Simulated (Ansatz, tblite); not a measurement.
# BaTe with GFN2-xTB from a Python script

These are simulated results from tblite 0.8.0, not measurements. The cell was built from a prototype and was relaxed with r2SCAN in plane waves (Ansatz 0.2.0). Not every such cell is a known phase. All runs are without spin polarisation.

Space group Fm-3m (No. 225), cubic; a = 7.065 Å in the conventional setting, 44.08 Å³ an atom. Around Ba lie 6 Te at 3.53 Å; around Te lie 6 Ba at 3.53 Å.

tblite solves periodic systems at the zone centre alone, so the script builds a cluster of 2×2×2 conventional cells (64 atoms), which folds in a coarse mesh of k points.

The script, run.py:

```python
import json
from ase import Atoms
from ase.build import make_supercell
from ase.units import Bohr, GPa, Hartree
from tblite.interface import Calculator

atoms = Atoms(['Ba', 'Te'],
              cell=[[0.0, 3.532387, 3.532387], [3.532387, 0.0, 3.532387], [3.532387, 3.532387, 0.0]],
              scaled_positions=[[0.0, 0.0, 0.0], [0.5, 0.5, 0.5]],
              pbc=True)
cluster = make_supercell(atoms, [[-2, 2, 2], [2, -2, 2], [2, 2, -2]])
calc = Calculator('GFN2-xTB', cluster.numbers, cluster.positions / Bohr, lattice=cluster.cell[:] / Bohr, periodic=cluster.pbc)
calc.set('temperature', 0.02 / Hartree)
calc.set('max-iter', 150)
res = calc.singlepoint()
levels = res.get('orbital-energies') * Hartree
nv = round(res.get('orbital-occupations').sum() / 2)
cells = len(cluster) // len(atoms)
out = {'energy_per_cell': res.get('energy') * Hartree / cells, 'homo': levels[nv - 1], 'lumo': levels[nv],
       'stress': (-res.get('virial') * Hartree / cluster.get_volume() / GPa).tolist(), 'charges': res.get('charges')[:len(atoms)].tolist(), 'electrons': 2 * nv / cells}
json.dump(out, open('results.json', 'w'))
for key, value in out.items():
    print(key, value)
```

Command: `python run.py`. It took 5.7 s on 1 thread of Arm Neoverse V2, with other jobs on the host, peak memory 0.14 GiB.

What it printed:

```
------------------------------------------------------------
  cycle        total energy    energy error   density error
------------------------------------------------------------
      1     -87.78913596965  -8.7890407E+01   4.8058519E-01
      2      169.2384377540   2.5702757E+02   1.1133518E+00
      3     -102.8862479332  -2.7212469E+02   2.5268477E-01
      4     -112.6149006838  -9.7286528E+00   2.1946255E-01
      5     -114.8172781974  -2.2023775E+00   7.3229170E-02
      6     -115.4821688704  -6.6489067E-01   5.7100805E-02
      7     -115.4742808660   7.8880044E-03   5.7178130E-02
      8     -115.3196411962   1.5463967E-01   4.9404071E-02
      9     -115.7958977493  -4.7625655E-01   2.4438394E-02
     10     -115.8566352704  -6.0737521E-02   3.5097842E-03
     11     -115.8554609871   1.1742833E-03   3.9119624E-03
     12     -115.8547993814   6.6160566E-04   4.1146738E-03
     13     -115.8546780390   1.2134246E-04   3.7631106E-03
     14     -115.8553571898  -6.7915084E-04   2.8538244E-03
     15     -115.8565642718  -1.2070820E-03   1.4773018E-03
     16     -115.8568468002  -2.8252846E-04   9.4094568E-04
     17     -115.8570180305  -1.7123027E-04   2.0191889E-04
     18     -115.8570116553   6.3752197E-06   2.8579377E-04
     19     -115.8570220453  -1.0390016E-05   1.5617578E-04
     20     -115.8570242939  -2.2486439E-06   1.1511377E-04
     21     -115.8570256552  -1.3612570E-06   8.0887887E-05
     22     -115.8570258724  -2.1724276E-07   7.3959918E-05
     23     -115.8570258455   2.6954936E-08   7.4887482E-05
     24     -115.8570264458  -6.0034144E-07   5.3117708E-05
     25     -115.8570267985  -3.5271039E-07   3.2724142E-05
     26     -115.8570268042  -5.6390803E-09   3.1432690E-05
     27     -115.8570268179  -1.3750721E-08   3.2932527E-05
     28     -115.8570267773   4.0596277E-08   3.1907115E-05
     29     -115.8570267675   9.8301030E-09   3.0321567E-05
     30     -115.8570267666   8.9903551E-10   3.3942183E-05
     31     -115.8570267379   2.8686443E-08   3.1425704E-05
     32     -115.8570267882  -5.0252012E-08   2.4234426E-05
     33     -115.8570268089  -2.0698025E-08   2.0972921E-05
     34     -115.8570267917   1.7165121E-08   2.2087284E-05
     35     -115.8570268254  -3.3743305E-08   1.7166978E-05
------------------------------------------------------------

 total:                                   5.177 sec
energy_per_cell -98.51969626819489
homo -7.868739308002314
lumo -7.8687393079716985
stress [[2.165883877836435, 3.1889578086926013e-12, -3.1197288906794483e-12], [3.1889023246602073e-12, 2.165883877454681, 4.8843921668250055e-12], [-3.1197573874796934e-12, 4.884398135523235e-12, 2.16588387607014]]
charges [0.20920808844021954, -0.2092278247670529]
electrons 8.0
```

The cycle table is in hartree for the whole cluster, and the lines after it are in eV (the energy for one cell). The printed stress is in GPa and positive in compression, and the pressure is its mean diagonal.

GFN2-xTB gives no gap at the points read. On the same cell, plane-wave PBE (Ansatz, 6×6×6 k points and the special points) gives a gap of 1.65 eV and r2SCAN a gap of 2.00 eV; on shared hosts these took about 2 and 4.9 core-seconds on the 2-atom cell, against 5.6 for the script. Spin-orbit coupling, left out in all these runs, can cut or reorder the gap by tenths of an eV, up to about 1 eV with Pb or Bi. This method closes a gap that PBE finds, a failure in kind.

The same script was run on cells scaled at fixed shape and fractional coordinates:

| volume (Å³/atom) | energy (meV/atom) | pressure (GPa, positive in compression) | gap (eV) |
| --- | --- | --- | --- |
| 38.79 | 50.4 | 0.97 | 0.13 |
| 41.43 | 38.5 | 0.46 | 0.00 |
| 44.08 | 0.0 | 2.17 | 0.00 |
| 46.72 | 12.2 | -1.05 | 0.00 |
| 49.37 | 31.9 | -1.28 | 0.00 |

The pressure crosses zero near 45.9 Å³/atom, but the curve is too rough for a fit.

xTB was fitted mostly to molecules, and a small cluster samples few k points, so gaps, pressures and kinks along a curve can be far from a solid's.

Spin-orbit coupling is left out, which matters wherever the heavy atoms make up the band edges.
